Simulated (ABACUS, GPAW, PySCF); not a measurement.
PbS: 3 runs at one level of theory

```
Pb S
1.0
     0.00000    2.96575    2.96575
     2.96575    0.00000    2.96575
     2.96575    2.96575    0.00000
Pb S
1 1
Direct
  0.00000 0.00000 0.00000
  0.50000 0.50000 0.50000
```

Alike in all runs: task equation of state; functional PBEsol; k mesh 6 × 6 × 6; occupations fermi-dirac, width 0.05 eV; no spin polarisation; no spin-orbit coupling.

| program and potentials | plane-wave cutoff (eV) | notes | equilibrium volume (Å³/atom) | bulk modulus (GPa) |
| --- | --- | --- | --- | --- |
| ABACUS, PseudoDojo NC SR 0.4.1 PBEsol standard, plane waves | 857 | - | 25.69 | 58.2 |
| GPAW, PAW data sets generated for this functional | 600 | - | ? | ? |
| PySCF, DZVP-MOLOPT-SR/GTH-PBE (potentials made for PBE) | - | atomic basis; potentials made for PBE | 26.42 | 56.8 |

Q: Estimate from the other rows what the run with GPAW, PAW data sets generated for this functional gave.

A: Equilibrium volume 25.56 Å³/atom; bulk modulus 57.1 GPa. The other rows, which needn't bracket it: equilibrium volume 25.69 to 26.42; bulk modulus 56.8 to 58.2.
